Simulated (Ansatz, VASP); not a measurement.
## One calculation of NaF, two programs

The input POSCAR:

```
NaF
1.0
    0.0000000000      2.2971680881      2.4120264925
    2.2971680881      0.0000000000      2.4120264925
    2.2971680881      2.2971680881      0.0000000000
Na F
1 1
Direct
    0.0000000000      0.0000000000      0.0000000000
    0.5000000000      0.5000000000      0.5000000000
```

The input INCAR.step1:

```
ALGO = Normal
EDIFF = 1E-4
ENCUT = 520
GGA = PE
ISMEAR = 0
LASPH = True
LCHARG = False
LREAL = False
LWAVE = True
NBANDS = 14
NELM = 60
PREC = Accurate
SIGMA = 0.01
```

Contents of INCAR.step2:

```
ALGO = Normal
EDIFF = 1E-7
ENCUT = 520
ISIF = 2
ISMEAR = 0
ISTART = 1
LASPH = True
LCHARG = False
LMIXTAU = True
LREAL = False
LWAVE = False
METAGGA = R2SCAN
NBANDS = 14
NELM = 60
PREC = Accurate
SIGMA = 0.01
```

The input KPOINTS:

```
k-points
0
Gamma
  10 10 10
```

Input for Ansatz:

```yaml
crystal:
  lattice:
    - [0.0, 2.2971680881, 2.4120264925]
    - [2.2971680881, 0.0, 2.4120264925]
    - [2.2971680881, 2.2971680881, 0.0]
  atoms:
    - { symbol: Na, position: [0.0, 0.0, 0.0] }
    - { symbol: F, position: [0.5, 0.5, 0.5] }
kpoints:
  mp_grid: { grid: [10, 10, 10] }
  band_path:
    path:
      - [0.0, 0.0, 0.0]
      - [0.5, 0.0, 0.5]
      - [0.625, 0.25, 0.625]
      - [0.375, 0.375, 0.75]
      - [0.5, 0.5, 0.5]
      - [0.5, 0.25, 0.75]
    npoints: 1
hamiltonian:
  xc: r2scan
scf:
  occupations: { method: fixed }
  n_extra_bands: 4
output:
  forces: true
  stress: true
  eigenvalues: true
  write_density: true
  write_potential: true
  elf: true
  volumetric_format: npy
```

Change from the starting cell: uniaxial_z strain +5.0%.

Alike in both runs: task single point; functional r2SCAN; k mesh 10 × 10 × 10; no spin polarisation.

|  | VASP | Ansatz |
| --- | --- | --- |
| version | VASP 6.6.1 | Ansatz 0.2.0 |
| potentials or method | VASP PAW PBE potentials, release 64 (Na_pv, F) | plane waves, PAW |
| plane-wave cutoff (eV) | 520 | 500 |
| occupations | gaussian, width 0.01 eV | fixed |
| valence electrons in the cell | 14 | 16 |

VASP gave:

```
gap on the k mesh at the Fermi level (eV)       : 7.04
pressure (GPa)                                  : -2.6
largest component of the traceless stress (GPa) : 2.28
```

Question: Which values does Ansatz return?

Answer: gap on the k mesh at the Fermi level (eV): 7.00; pressure (GPa): -2.1; largest component of the traceless stress (GPa): 2.17.

The two sets of potentials don't hold the same shells in valence.

Caveats: the PAW data sets were made with another functional, which shifts forces and pressure a little (VASP). A k mesh can miss the band edges.
